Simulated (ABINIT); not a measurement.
## Pb in ABINIT: the effect of potentials

The system is Pb.

```
CELL_PARAMETERS angstrom
0.00000 2.47502 2.47502
2.47502 0.00000 2.47502
2.47502 2.47502 0.00000
ATOMIC_POSITIONS crystal
Pb 0.00000 0.00000 0.00000
```

Alike in all runs:

- Program: ABINIT 10.8.3 (patched build)
- Task: band structure
- Functional: r2SCAN
- k mesh: 9 × 9 × 9
- Occupations: fermi-dirac, width 0.05 eV
- Spin: no spin polarisation

| potentials | cutoff | pressure (GPa) |
| --- | --- | --- |
| Ansatz PAW PBE default generated set, frozen core | 490 eV | 1.1 |
| JTH PAW PBE v2.0 | 707 eV | 0.9 |
| Ansatz NC r2SCAN | 1007 eV | 1.1 |
| SG15 NC PBE v1.2 | 599 eV | ? |
| PseudoDojo NC SR PBE v0.4.1 standard | 925 eV | 0.3 |

Q: What does the run with potentials SG15 NC PBE v1.2 give?

A: Pressure -0.3 GPa.

Caveats: the PAW data sets were made with another functional, which shifts forces and pressure a little (some runs); the potentials were made for another functional, which shifts forces and pressure (some runs); a meta-GGA on potentials with a model core is unreliable (some runs).
